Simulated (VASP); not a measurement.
Input of a VASP 6.6.1 run:

The input INCAR:

```
  ALGO = Normal
  EDIFF = 1E-7
  EDIFFG = -0.005
  ENCUT = 600
  GGA = PE
  IBRION = 2
  ISIF = 3
  ISMEAR = 1
  LASPH = T
  LCHARG = F
  LREAL = F
  LWAVE = F
  NELM = 80
  NSW = 90
  PREC = Accurate
  SIGMA = 0.1
```

File KPOINTS:

```
k-points
0
Gamma
  16 16 16
```

File POSCAR:

```
Rh                                      
1.0
    0.0000000000      1.9151000113      1.9151000113
    1.9151000113      0.0000000000      1.9151000113
    1.9151000113      1.9151000113      0.0000000000
  Rh            
     1
Direct
     0.0000000000000000    0.0000000000000000    0.0000000000000000
```

Potentials or basis: VASP PAW PBE potentials, release 64 (Rh_pv).

Launch:

```sh
$ cat potpaw_PBE.64/Rh_pv/POTCAR > POTCAR
$ mpirun -np 1 vasp_std > vasp.out
```

Task: Estimate the relaxed cell.

Result: a = 2.708 Å, b = 2.708 Å, c = 2.708 Å, α = 60.00°, β = 60.00°, γ = 60.00°.

Task: Predict the relaxed volume.

Result: 14.04 Å³/atom.

Task: Predict the space group after relaxing (to 0.05 Å).

Result: Fm-3m (No. 225).

Task: Estimate the band gap on the k mesh.

Result: None (metal or under the smearing width).

Final structure:
```cif
data_structure
_symmetry_space_group_name_H-M 'P 1'
_symmetry_Int_Tables_number 1
_cell_length_a 2.7078
_cell_length_b 2.7078
_cell_length_c 2.7078
_cell_angle_alpha 60.000
_cell_angle_beta 60.000
_cell_angle_gamma 60.000
_cell_volume 14.04
loop_
_atom_site_label
_atom_site_type_symbol
_atom_site_fract_x
_atom_site_fract_y
_atom_site_fract_z
_atom_site_occupancy
Rh1 Rh 0.00000 0.00000 0.00000 1
```
